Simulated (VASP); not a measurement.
Input of a VASP 6.6.1 run:

INCAR

```
SYSTEM = Re
PREC = Accurate
ENCUT = 600
EDIFF = 1E-6
ISMEAR = 1
SIGMA = 0.1
LREAL = .FALSE.
LASPH = .TRUE.
NELM = 80
ALGO = Normal
ISIF = 3
LWAVE = .FALSE.
LCHARG = .FALSE.
GGA = PE
IBRION = 2
NSW = 90
EDIFFG = -0.01
```

Contents of KPOINTS:

```
regular mesh
0
G
  15 15 8
  0 0 0
```

POSCAR

```
Re
1.0
    2.7608000000      0.0000000000      0.0000000000
   -1.3804000000      2.3909229348      0.0000000000
    0.0000000000      0.0000000000      4.4582000000
Re
2
Direct
    0.3333333333      0.6666666667      0.2500000000
    0.6666666667      0.3333333333      0.7500000000
```

Potentials or basis: VASP PAW PBE potentials, release 64 (Re).

Command:

```console
$ cat potpaw_PBE.64/Re/POTCAR > POTCAR
$ mpirun -np 1 vasp_std > vasp.out
```

(1) Estimate the relaxed cell.

(2) Estimate the space group after relaxing (to 0.05 Å).

(3) Estimate the band gap on the k mesh.

(4) Predict the relaxed volume.

## Answers

(1) a = 2.771 Å, b = 2.771 Å, c = 4.490 Å, α = 90.00°, β = 90.00°, γ = 120.00°.

(2) P6_3/mmc (No. 194).

(3) none (metal or under the smearing width).

(4) 14.93 Å³/atom.
